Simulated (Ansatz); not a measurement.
# A series in volume per atom on GaP

Density functional stress and forces at fixed atoms, pressure and stress positive in compression, spin-unpolarised plane waves. The results are calculated, by Ansatz 0.2.0.

Cell of the first row (space group F-43m, No. 216):
```
CELL_PARAMETERS angstrom
0.00000 2.61640 2.61640
2.61640 0.00000 2.61640
2.61640 2.61640 0.00000
ATOMIC_POSITIONS crystal
Ga 0.00000 0.00000 0.00000
P 0.25000 0.25000 0.25000
```

Settings of every row: periodic directions 3; functional r2SCAN; spin orbit yes; potentials PAW; wave cutoff 500 eV; k mesh 8x8x8; smearing width 0 eV.

| row | volume per atom (Å³) | pressure (GPa) |
| --- | --- | --- |
| 1 | 17.91 | 14.05 |
| 2 | 18.476 | ? |
| 3 | 19.053 | 6.1 |
| 4 | 19.642 | 2.85 |
| 5 | 20.244 | 0.02 |
| 6 | 20.857 | -2.44 |
| 7 | 21.483 | -4.56 |

Question: what pressure should row 2 give?

Worked fit of pressure. Take u = (V_r/V)^(2/3) − 1 with V_r = 19.943 Å³ an atom, which is twice the finite (Eulerian) strain; such expansions in the strain, on which the Birch-Murnaghan equation of state is built, carry the rest volume and the bulk modulus. The shown rows have u = 0.07431, 0.0309, 0.01019, -0.00994, -0.02943, -0.04838. Least squares give pressure = 1.378 + 140.73 × u + 383.2 × u² + 240 × u³ GPa; a parabola predicts inner rows, each left out in turn, worse (root mean square 0.017 against 0.0042 GPa). All shown rows lie on it to the printed digit. The pressure vanishes at u = -0.0101, or V = 20.25 Å³ an atom, and there the bulk modulus with atoms relaxed is B = −V dP/dV = (2/3)(1 + u) dP/du = 87.8 GPa. The withheld row has u = 0.05226, so the fit gives 1.378 + 140.73 × (0.05226) + 383.2 × (0.05226)² + 240 × (0.05226)³ = 9.81 GPa.

The calculation gave 9.81 GPa. The fit meets it to the printed digit.
